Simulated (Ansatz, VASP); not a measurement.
**One calculation of Co, two programs**

```xyz
3
Lattice="3.4833 0.0000 0.0000 -1.7417 3.0167 0.0000 0.0000 0.0000 2.9693" Properties=species:S:1:pos:R:3 pbc="T T T"
Co    0.0000    2.0111    1.4846
Co    0.0000    0.0000    0.0000
Co    1.7417    1.0056    1.4846
```

Alike in both runs: task relaxation of cell and atoms; functional PBE; k mesh 6 × 6 × 6; occupations gaussian, width 0.1 eV; collinear spin.

|  | VASP | Ansatz |
| --- | --- | --- |
| version | VASP 6.6.1 | Ansatz 0.2.0 |
| potentials or method | VASP PAW PBE potentials, release 64 (Co) | scalar-relativistic, plane waves, PAW |
| plane-wave cutoff (eV) | 600 | 420 |
| valence electrons in the cell | 27 | 51 |

Ansatz gave:

* gap on the k mesh at the Fermi level, each at its own relaxed structure (eV): none
* net moment per atom (μB): 1.68
* size of the moment on the site where the two differ most (μB): 1.71
* relaxed volume (Å³/atom): 11.07
* relaxed cell length with the largest relative difference (Å): 2.438
* energy change over the relaxation (meV/atom): -675

Task: Which values does VASP return?

Result: gap on the k mesh at the Fermi level, each at its own relaxed structure (eV): none; net moment per atom (μB): 1.67; size of the moment on the site where the two differ most (μB): 1.64; relaxed volume (Å³/atom): 11.02; relaxed cell length with the largest relative difference (Å): 2.433; energy change over the relaxation (meV/atom): -647.

Site moments also hang on the region over which each program counts them. A gap of «none» marks a metal or a gap that the smearing closes. The two sets of potentials don't hold the same shells in valence.
